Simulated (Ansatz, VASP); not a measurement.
CoO in VASP and in Ansatz

INCAR

```
  ALGO = Normal
  EDIFF = 1E-7
  ENCUT = 520
  GGA = PE
  ISIF = 2
  ISMEAR = 0
  ISPIN = 2
  LASPH = T
  LCHARG = F
  LMAXMIX = 4
  LORBIT = 11
  LREAL = F
  LWAVE = F
  MAGMOM = 2.74 0.35
  NBANDS = 18
  NELM = 150
  PREC = Accurate
  SIGMA = 0.1
```

Contents of KPOINTS:

```
k-points
0
Gamma
  16 16 16
```

The input POSCAR:

```
CoO
1.0
    0.0000000000      2.1241565506      2.1241565506
    2.1241565506      0.0000000000      2.1241565506
    2.1241565506      2.1241565506      0.0000000000
Co O
1 1
Direct
    0.0000000000      0.0000000000      0.0000000000
    0.5000000000      0.5000000000      0.5000000000
```

Input for Ansatz:

```yaml
crystal:
  lattice:
    - [0.0, 2.1241565506, 2.1241565506]
    - [2.1241565506, 0.0, 2.1241565506]
    - [2.1241565506, 2.1241565506, 0.0]
  atoms:
    - { symbol: Co, position: [0.0, 0.0, 0.0], spin: 2.74 }
    - { symbol: O, position: [0.5, 0.5, 0.5], spin: 0.35 }
basis:
  ecutwfc: 420
kpoints:
  mp_grid: { grid: [16, 16, 16] }
  band_path:
    path:
      - [[0.0, 0.0, 0.0], [0.5, 0.0, 0.5], [0.625, 0.25, 0.625]]
      - [[0.375, 0.375, 0.75], [0.0, 0.0, 0.0], [0.5, 0.5, 0.5], [0.5, 0.25, 0.75], [0.5, 0.0, 0.5]]
    npoints: 14
hamiltonian:
  xc: pbe
scf:
  occupations: { method: gaussian, width: 0.1 }
  n_extra_bands: 6
output:
  forces: true
  stress: true
  eigenvalues: true
  populations: true
  dos: { projected: true, de: 0.02, nscf_kmesh: { grid: [24, 24, 24] } }
  bader: true
  write_density: true
  write_potential: true
  elf: true
  volumetric_format: npy
magnetization:
  spin_polarized: true
checkpoint:
  read: start.run
  write: ck
  compress: false
  write_wavefunctions: false
  write_every: 100000
```

Alike in both runs: task single point; functional PBE; k mesh 16 × 16 × 16; occupations gaussian, width 0.1 eV; collinear spin.

|  | VASP | Ansatz |
| --- | --- | --- |
| version | VASP 6.6.1 | Ansatz 0.2.0 |
| potentials or method | VASP PAW PBE potentials, release 64 (Co, O) | scalar-relativistic, plane waves, PAW |
| plane-wave cutoff (eV) | 520 | 420 |
| valence electrons in the cell | 15 | 23 |

Ansatz gave:

| Item | Value |
| --- | --- |
| gap on the k mesh at the Fermi level (eV) | none |
| pressure (GPa) | 0.0 |
| net moment per atom (μB) | 1.47 |
| size of the moment on the site where the two differ most (μB) | 2.49 |

Task: What did VASP give for the same quantities?

Result: gap on the k mesh at the Fermi level (eV): none; pressure (GPa): -0.6; net moment per atom (μB): 1.45; size of the moment on the site where the two differ most (μB): 2.55.

Site moments also hang on the region over which each program counts them. A gap of «none» marks a metal or a gap that the smearing closes. The two sets of potentials don't hold the same shells in valence. Ansatz warned: «stability_check_not_made».

Caveats: a cell with one magnetic atom can't hold antiferromagnetic order, which such compounds often take; semilocal functionals often make such compounds metallic where correlation or magnetic order opens a gap, which also shifts bond lengths.
